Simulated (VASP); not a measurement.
W:

```
W
1.0
     0.00000    2.03000    2.03000
     2.03000    0.00000    2.03000
     2.03000    2.03000    0.00000
W
1
Direct
  0.00000 0.00000 0.00000
```

This isn't the form of W at room conditions, which is bcc.

* Program: VASP 6.6.1
* Task: relaxation of cell and atoms
* Functional: PBE
* Potentials or basis: VASP PAW PBE potentials, release 64 (W_sv)
* Cutoff: 600 eV
* k mesh: 18 × 18 × 18
* Occupations: gaussian, width 0.1 eV
* Spin: no spin polarisation

At the start: pressure -4.1 GPa; volume 16.73 Å³/atom.

Q: Where does the relaxation end?

A: Over 4 steps the energy falls by 3.3 meV/atom and the volume is 16.48 Å³/atom (-1.5 %); space group Fm-3m (No. 225, to 0.05 Å).

The path:
```csv
step,energy change (eV),largest force (eV/Å),pressure (GPa),volume (Å³)
1,0.0000,0.0000,-4.13,16.73
2,0.0315,0.0000,15.04,15.71
3,-0.0033,0.0000,-0.10,16.49
4,-0.0033,0.0000,-0.01,16.48
```

Final structure:
```xyz
1
Lattice="0.0000 2.0198 2.0198 2.0198 0.0000 2.0198 2.0198 2.0198 0.0000" Properties=species:S:1:pos:R:3 pbc="T T T"
W     2.0198    2.0198    4.0396
```
